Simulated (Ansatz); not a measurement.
Crystal: Sb.

```
Sb
1.0
    -1.87134    1.87134    1.87134
     1.87134   -1.87134    1.87134
     1.87134    1.87134   -1.87134
Sb
1
Direct
  0.00000 0.00000 0.00000
```

This isn't the form of Sb at room conditions, which is rhombohedral.

- Program: Ansatz 0.2.0
- Task: relaxation of cell and atoms
- Functional: RPBE
- Potentials or basis: Ansatz PAW
- Cutoff: 420 eV (not typed: the program's choice for these potentials)
- k mesh: 10 × 10 × 10
- Occupations: fermi-dirac, width 0.05 eV
- Spin: no spin polarisation

At the start: volume 26.21 Å³/atom.

Where does the relaxation end?

It ends after 5 steps and the volume is 28.13 Å³/atom (+7.3 %); space group Im-3m (No. 229, to 0.05 Å).

Step by step:
| step | energy change (eV) | largest force (eV/Å) | volume (Å³) |
| --- | --- | --- | --- |
| 1 | 0.0000 | 0.0000 | 26.21 |
| 2 | -0.0220 | 0.0000 | 28.85 |
| 3 | -0.0251 | 0.0000 | 28.22 |
| 4 | -0.0252 | 0.0000 | 28.13 |
| 5 | -0.0255 | 0.0000 | 28.13 |

Final structure:
```cif
data_structure
_symmetry_space_group_name_H-M 'P 1'
_symmetry_Int_Tables_number 1
_cell_length_a 3.3184
_cell_length_b 3.3184
_cell_length_c 3.3184
_cell_angle_alpha 109.471
_cell_angle_beta 109.471
_cell_angle_gamma 109.471
_cell_volume 28.13
loop_
_atom_site_label
_atom_site_type_symbol
_atom_site_fract_x
_atom_site_fract_y
_atom_site_fract_z
_atom_site_occupancy
Sb1 Sb 0.00000 0.00000 0.00000 1
```

Caveat: the plane-wave basis is chosen anew once the cell has moved, so the energies of steps on either side of that aren't comparable; the PAW data sets come from PBE, with cores solved anew for the run's functional, which leaves a small shift of forces and pressure.
